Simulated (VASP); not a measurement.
# BN (Fmm2) in VASP: notebook

One crystal, BN, is run at these levels: PBE; tasks: single point.

All numbers are computed with VASP 6.6.1; they aren't measurements. Logs are shortened: lines on timing, memory, paths and dates and some standing lists are left out, and cuts for length are marked.

## 1. Starting point

The structure is orthorhombic, space group Fmm2 (No. 42). The conventional cell has a = 2.503 Å, b = 6.991 Å, c = 4.332 Å, α = 90.00°, β = 90.00°, γ = 90.00°. N (site symmetry mm2) is surrounded by 3 B at 1.44 Å. B (site symmetry mm2) is surrounded by 3 N at 1.44 Å.

Measurements of this composition are mostly on another form, of space group No. 194.

## 2. Single point, PBE

INCAR reads:

```
PREC = Normal
ENCUT = 520
EDIFF = 1E-7
ISMEAR = 0
SIGMA = 0.05
LREAL = False
LASPH = True
NELM = 100
ALGO = Normal
ISIF = 2
LWAVE = False
LCHARG = False
GGA = PE
ADDGRID = False
```

KPOINTS reads:

```
regular mesh
0
Gamma
  11 11 11
```

POSCAR reads:

```
BN
1.0
    0.0000000000      3.4953158300      2.1660912400
    1.2516321000      0.0000000000      2.1660912400
    1.2516321000      3.4953158300      0.0000000000
N B
1 1
Direct
    0.6643870000      0.6373240000      0.3259630000
   -0.0156690000     -0.0240960000      1.0349220000
```

Potentials or basis: VASP PAW PBE potentials, release 64 (N_s, B_s).

Command:

```sh
> cat potpaw_PBE.64/N_s/POTCAR potpaw_PBE.64/B_s/POTCAR > POTCAR
> mpirun -np 1 vasp_std > vasp.out
```

OUTCAR:

```text
PREC = Normal
   ENCUT = 520
   EDIFF = 1E-7
   ISMEAR = 0
   LREAL = False
   LASPH = True
   NELM = 100
   ISIF = 2
   GGA = PE

 Found    666 irreducible k-points:

 Following reciprocal coordinates:
            Coordinates               Weight
  0.000000  0.000000  0.000000      1.000000
  0.090909 -0.000000 -0.000000      2.000000
 -0.090909 -0.090909 -0.090909      2.000000
 -0.000000  0.090909  0.000000      2.000000
  0.000000  0.000000  0.090909      2.000000
  0.181818  0.000000 -0.000000      2.000000
   k-points           NKPTS =    666   k-points in BZ     NKDIM =    666   number of bands    NBANDS=      8
   number of dos      NEDOS =    301   number of ions     NIONS =      2
   total plane-waves  NPLWV =   8064
   dimension x,y,z NGX =    24 NGY =   14 NGZ =   24
   dimension x,y,z NGXF=    48 NGYF=   28 NGZF=   48
   ions per type =               1   1
   NGX,Y,Z   is equivalent  to a cutoff of   9.70,  9.30, 10.75 a.u.
   NGXF,Y,Z  is equivalent  to a cutoff of  19.41, 18.61, 21.49 a.u.
 SYSTEM =  unknown system
   PREC   = normal    normal or accurate (medium, high low for compatibility)
   ISTART =      0    job   : 0-new  1-cont  2-samecut
   ICHARG =      2    charge: 1-file 2-atom 10-const
   ISPIN  =      1    spin polarized calculation?
   LNONCOLLINEAR =      F non collinear calculations
   LSORBIT =      F    spin-orbit coupling
   LASPH  =      T    aspherical Exc in radial PAW
   ENCUT  =  520.0 eV  38.22 Ry    6.18 a.u.   7.65  4.65  6.90*2*pi/ulx,y,z
   NELM   =    100;   NELMIN=  2; NELMDL= -5     # of ELM steps
   EDIFF  = 0.1E-06   stopping-criterion for ELM
   LREAL  =      F    real-space projection
   EDIFFG = 0.1E-05   stopping-criterion for IOM
   NSW    =      0    number of steps for IOM
   IBRION =     -1    ionic relax: 0-MD 1-quasi-New 2-CG
   NFREE  =      0    steps in history (QN), initial steepest desc. (CG)
   ISIF   =      2    stress and relaxation
   ISYM   =      2    0-nonsym 1-usesym 2-fastsym
   POTIM  = 0.5000    time-step for ionic-motion
   TEBEG  =    0.0;   TEEND  =   0.0 temperature during run
   PSTRESS=    0.0 pullay stress
   NELECT =       8.0000    total number of electrons
   NUPDOWN=      -1.0000    fix difference up-down
   EMIN   =  10.00;   EMAX   =-10.00  energy-range for DOS
   EFERMI =   0.00;   METHOD = LEGACY
   ISMEAR =     0;   SIGMA  =   0.05  broadening in eV -4-tet -1-fermi 0-gaus
   EFERMI_NEDOS =   21; number of points for ismear=-14 and -15
   IALGO  =     38    algorithm
   IMIX   =      4    mixing-type and parameters
     AMIX     =   0.40;   BMIX     =  1.00
     AMIX_MAG =   1.60;   BMIX_MAG =  1.00
  volume/ion in A,a.u.               =       9.48        63.95
  Fermi-wavevector in a.u.,A,eV,Ry     =   1.228047  2.320672 20.518928  1.508099
  Thomas-Fermi vector in A             =   2.362987
   LORBIT       =      0    0 simple, 1 ext, 2 COOP (PROOUT), +10 PAW based schemes
   GGA     = PE    functional components
   LHFCALC =     F    Hartree Fock is set to
   AEXX    =    0.0000 exact exchange contribution
   IVDW    =     0    specifies the selected vdW correction
   LEPSILON=     F    determine dielectric tensor
   LRPA    =     F    only Hartree local field effects (RPA)
 non-spin polarized calculation
 Gauss-broadening in eV      SIGMA  =   0.05
  energy-cutoff  :      520.00
  volume of cell :       18.95
 maximum number of plane-waves:       529
   NGX = 15   NGY =  9   NGZ = 13

 number of electron       8.0000001 magnetization

 Free energy of the ion-electron system (eV)
  ---------------------------------------------------
  ext. energy  EPLUGINS =         0.00000000
  ---------------------------------------------------
  free energy    TOTEN  =       -17.41710836 eV

  energy without entropy =      -17.41710836  energy(sigma->0) =      -17.41710836

 E-fermi :   3.4899     XC(G=0):  -9.7082

 val. band max:        3.1852844171   @ k =  -0.4545  -0.3636   0.1818
 cond. band min:       6.8931937964   @ k =   0.0000   0.4545   0.4545
 fundamental gap:      3.7079093793
 Fermi energy:         3.4899320163

 k-point     1 :       0.0000    0.0000    0.0000
  band No.  band energies     occupation
      1     -14.7147      2.00000
      2      -1.3136      2.00000
      3       1.0772      2.00000
      4       2.5146      2.00000
      5       7.8416      0.00000
      6      13.7544      0.00000
      7      15.6499      0.00000
      8      16.2082      0.00000

 k-point     2 :       0.0909   -0.0000   -0.0000
  band No.  band energies     occupation
      1     -14.5469      2.00000
      2      -1.1602      2.00000
      3       0.8121      2.00000
      4       1.7553      2.00000
      5       8.2178      0.00000
      6      13.8668      0.00000
      7      15.7292      0.00000
      8      16.2998      0.00000

 k-point     3 :      -0.0909   -0.0909   -0.0909
  band No.  band energies     occupation
      1     -14.5521      2.00000
      2      -1.1536      2.00000
      3       0.5232      2.00000
      4       2.1164      2.00000
      5       8.1949      0.00000
      6      14.1958      0.00000
      7      15.5191      0.00000
      8      15.8281      0.00000

 k-point     4 :      -0.0000    0.0909    0.0000
  band No.  band energies     occupation
      1     -14.5521      2.00000
      2      -1.1533      2.00000
      3       0.5234      2.00000
      4       2.1159      2.00000
      5       8.1950      0.00000
      6      14.2065      0.00000
      7      15.4901      0.00000
      8      15.8379      0.00000

 k-point     5 :       0.0000    0.0000    0.0909
  band No.  band energies     occupation
      1     -14.5469      2.00000
      2      -1.1604      2.00000
      3       0.8121      2.00000
      4       1.7573      2.00000
      5       8.2118      0.00000
      6      13.8594      0.00000
      7      15.7321      0.00000
      8      16.2998      0.00000

 k-point     6 :       0.1818    0.0000   -0.0000
  band No.  band energies     occupation
      1     -14.0547      2.00000
      2      -0.7093      2.00000
      3      -0.1123      2.00000
      4       0.2632      2.00000
      5       9.1723      0.00000
      6      13.8111      0.00000
      7      14.5761      0.00000
      8      18.0373      0.00000

 [... further k-points ...]
[... 5 lines left out ...]
  --------------------------------------------------------------------------------------
  -------------------------------------------------------------------------------------
  Total        0.6735893      0.0315827      1.0432443     -0.2392946      0.0397760      0.7782251
  in kB       56.9424181      2.6698688     88.1915019    -20.2289664      3.3624976     65.7878870
  external PRESSURE =      49.2679296 kB  Pullay stress =       0.0000000 kB

 VOLUME and BASIS-vectors are now :
 -----------------------------------------------------------------------------
  energy-cutoff  :      520.00
  volume of cell :       18.95
      direct lattice vectors                 reciprocal lattice vectors
     0.000000000  3.495315830  2.166091240    -0.399478409  0.143048590  0.230830535
     1.251632100  0.000000000  2.166091240     0.399478409 -0.143048590  0.230830535
     1.251632100  3.495315830  0.000000000     0.399478409  0.143048590 -0.230830535

 POSITION                                       TOTAL-FORCE (eV/Angst)
 -----------------------------------------------------------------------------------
      1.20568      3.46159      2.81962         2.370384      1.282396     -0.544887
      1.26518      3.56261      4.24605        -2.370384     -1.282396      0.544887
 -----------------------------------------------------------------------------------
    total drift:                                0.000290     -0.000059      0.000103

  FREE ENERGIE OF THE ION-ELECTRON SYSTEM (eV)
  ---------------------------------------------------
  free  energy   TOTEN  =       -17.4171083552 eV

  energy  without entropy=      -17.4171083552  energy(sigma->0) =      -17.41710836
```

It took 24 s on 1 thread of Intel Xeon 6975P-C (Granite Rapids), shared host; peak memory 0.21 GiB.

The run converged, but some of its settings lie outside the range that counts as converged, so its numbers aren't taken as properties of the crystal.

Results:

```yaml
Free_energy: -17.4171 eV
Pressure: 4.9 GPa
Largest_force: 2.750 eV/Å
Band_gap_on_the_k_mesh: 3.71 eV, indirect (least direct gap 4.54 eV)
```

Caveat: an odd mesh through Γ misses points on the zone boundary, where band edges often lie.

## 3. Single point, PBE

Changes to INCAR since step 2:

```diff
@@ -1,2 +1,2 @@
-PREC = Normal
+PREC = Accurate
 ENCUT = 520
@@ -5,3 +5,3 @@
 SIGMA = 0.05
-LREAL = False
+LREAL = Auto
 LASPH = True
```

KPOINTS is that of step 2.

POSCAR reads:

```
BN
1.0
    0.0000000000      3.4953158300      2.1660912400
    1.2516321000      0.0000000000      2.1660912400
    1.2516321000      3.4953158300      0.0000000000
N B
1 1
Direct
    0.6666513400      0.6666513400      0.3333486600
    0.0000486500      0.0000486500      0.9999513500
```

Potentials or basis: VASP PAW PBE potentials, release 64 (N_s, B_s).

Command:

```sh
> cat potpaw_PBE.64/N_s/POTCAR potpaw_PBE.64/B_s/POTCAR > POTCAR
> mpirun -np 1 vasp_std > vasp.out
```

OUTCAR:

```text
PREC = Accurate
   ENCUT = 520
   EDIFF = 1E-7
   ISMEAR = 0
   LREAL = Auto
   LASPH = True
   NELM = 100
   ISIF = 2
   GGA = PE

 Found    216 irreducible k-points:

 Following reciprocal coordinates:
            Coordinates               Weight
  0.000000  0.000000  0.000000      1.000000
  0.090909 -0.000000 -0.000000      8.000000
  0.181818  0.000000 -0.000000      8.000000
  0.272727  0.000000 -0.000000      8.000000
  0.363636  0.000000  0.000000      8.000000
  0.454545 -0.000000 -0.000000      8.000000
[... 132 lines left out ...]
      2      -5.6804      2.00000
      3      -1.0529      2.00000
      4       1.9876      2.00000
      5       8.0165      0.00000
      6      12.9483      0.00000
      7      16.0743      0.00000
      8      19.1499      0.00000

 [... further k-points ...]
[... 5 lines left out ...]
  --------------------------------------------------------------------------------------
  -------------------------------------------------------------------------------------
  Total        0.6465126      0.1807806      0.6530650      0.0000000      0.0000000      0.0000000
  in kB       54.6534645     15.2824347     55.2073804      0.0000000      0.0000000      0.0000000
  external PRESSURE =      41.7144265 kB  Pullay stress =       0.0000000 kB

 VOLUME and BASIS-vectors are now :
 -----------------------------------------------------------------------------
  energy-cutoff  :      520.00
  volume of cell :       18.95
      direct lattice vectors                 reciprocal lattice vectors
     0.000000000  3.495315830  2.166091240    -0.399478409  0.143048590  0.230830535
     1.251632100  0.000000000  2.166091240     0.399478409 -0.143048590  0.230830535
     1.251632100  3.495315830  0.000000000     0.399478409  0.143048590 -0.230830535

 POSITION                                       TOTAL-FORCE (eV/Angst)
 -----------------------------------------------------------------------------------
      1.25163      3.49532      2.88806         0.000000      0.000000     -0.010264
      1.25163      3.49532      0.00021         0.000000      0.000000      0.010264
 -----------------------------------------------------------------------------------
    total drift:                                0.000001      0.000001     -0.000526

  FREE ENERGIE OF THE ION-ELECTRON SYSTEM (eV)
  ---------------------------------------------------
  free  energy   TOTEN  =       -17.5616030591 eV

  energy  without entropy=      -17.5616030591  energy(sigma->0) =      -17.56160306
```

stdout:

```text
POSCAR found type information on POSCAR N B
 POSCAR found :  2 types and       2 ions
 scaLAPACK will be used
 -----------------------------------------------------------------------------
|                                                                             |
|                                                                             |
|     You have a (more or less) 'small supercell' and for smaller cells       |
|     it is recommended to use the reciprocal-space projection scheme!        |
|     The real-space optimization is not efficient for small cells and it     |
|     is also less accurate ...                                               |
|     Therefore, set LREAL=.FALSE. in the INCAR file.                         |
|                                                                             |
 -----------------------------------------------------------------------------

 LDA part: xc-table for (Slater+PW92), standard interpolation
 POSCAR, INCAR and KPOINTS ok, starting setup
 FFT: planning ... GRIDC
 FFT: planning ... GRID_SOFT
 FFT: planning ... GRID
 WAVECAR not read
 entering main loop
```

Run time: 34 s. Hardware: 1 thread of Intel Xeon 6975P-C (Granite Rapids), shared host; peak memory 0.15 GiB.

These settings aren't checked as converged: the numbers below hold their error.

What came out:

* Free energy: -17.5616 eV
* Pressure: 4.2 GPa
* Largest force: 0.010 eV/Å
* Band gap on the k mesh: 3.87 eV, indirect (least direct gap 4.72 eV)

Caveat: an odd mesh through Γ misses points on the zone boundary, where band edges often lie.

## 4. Single point, PBE

INCAR is that of step 3.

KPOINTS is that of step 3.

POSCAR reads:

```
BN
1.0
    0.0000000000      3.4953158300      2.1660912400
    1.2516321000      0.0000000000      2.1660912400
    1.2516321000      3.4953158300      0.0000000000
N B
1 1
Direct
    0.6643870000      0.6373240000      0.3259630000
   -0.0156690000     -0.0240960000      1.0349220000
```

Command:

```sh
> cat potpaw_PBE.64/N_s/POTCAR potpaw_PBE.64/B_s/POTCAR > POTCAR
> mpirun -np 1 vasp_std > vasp.out
```

Run time: 1.8 min. Hardware: 1 thread of Intel Xeon 6975P-C (Granite Rapids), shared host; peak memory 0.19 GiB.

These settings aren't checked as converged: the numbers below hold their error.

What came out:

```
Free energy            : -17.4176 eV
Pressure               : 4.9 GPa
Largest force          : 2.749 eV/Å
Band gap on the k mesh : 3.71 eV, indirect (least direct gap 4.54 eV)
```

Caveat: an odd mesh through Γ misses points on the zone boundary, where band edges often lie.

(Part 1 of 2 ends here.)
